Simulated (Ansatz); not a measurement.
Br under strains and displacements

These are results of DFT PBE, scalar-relativistic, plane waves, PAW (Ansatz), not measurements.

Plane waves to 420 eV, a k mesh through Γ of 8×8×8 on the computed 3-atom cell and Gaussian smearing (0.10 eV); collinear spin from starting moments 1 1 1 μB.

Reference cell:

```yaml
crystal:
  lattice:
    - [4.59764, 0.00000, 0.00000]
    - [0.00000, 4.59764, 0.00000]
    - [0.00000, 0.00000, 4.59764]
  atoms:
    - { symbol: Br, position: [0.50000, 0.00000, 0.00000] }
    - { symbol: Br, position: [0.00000, 0.50000, 0.00000] }
    - { symbol: Br, position: [0.00000, 0.00000, 0.50000] }
```

Each variant moves atoms of this cell by the vectors given, if any (Å), and then applies a symmetric strain (tensor components, Cartesian axes). The reference cell isn't relaxed at this level. Energies are per atom at zero smearing, counted from the lowest variant. Pressure is positive in compression.

1. strain (xx yy zz yz xz xy, %) -1.21 7.79 -1.21 -4.17 -0.57 -4.17; moves: Br1 (-0.065, 0.143, -0.092); Br2 (-0.027, 0.000, 0.027); Br3 (0.092, -0.143, 0.065)
2. strain (xx yy zz yz xz xy, %) -1.55 7.45 7.45 0.00 0.00 0.00; moves: Br1 (0.212, 0.000, 0.000); Br2 (-0.106, 0.000, 0.000); Br3 (-0.106, 0.000, 0.000)
3. strain (xx yy zz yz xz xy, %) 0.51 0.51 -0.99 0.00 0.00 0.00; moves: Br1 (0.000, 0.000, -0.073); Br2 (0.000, 0.000, 0.073)

(1) Order the variants by energy, lowest first.

(2) Order them by pressure, highest first.

Results:

(1) 1 (0.0 meV/atom), 3 (24.4 meV/atom), 2 (66.5 meV/atom).

(2) 3 (-0.69 GPa), 2 (-1.09 GPa), 1 (-1.29 GPa).

This simple cubic form isn't the element's structure at ambient conditions.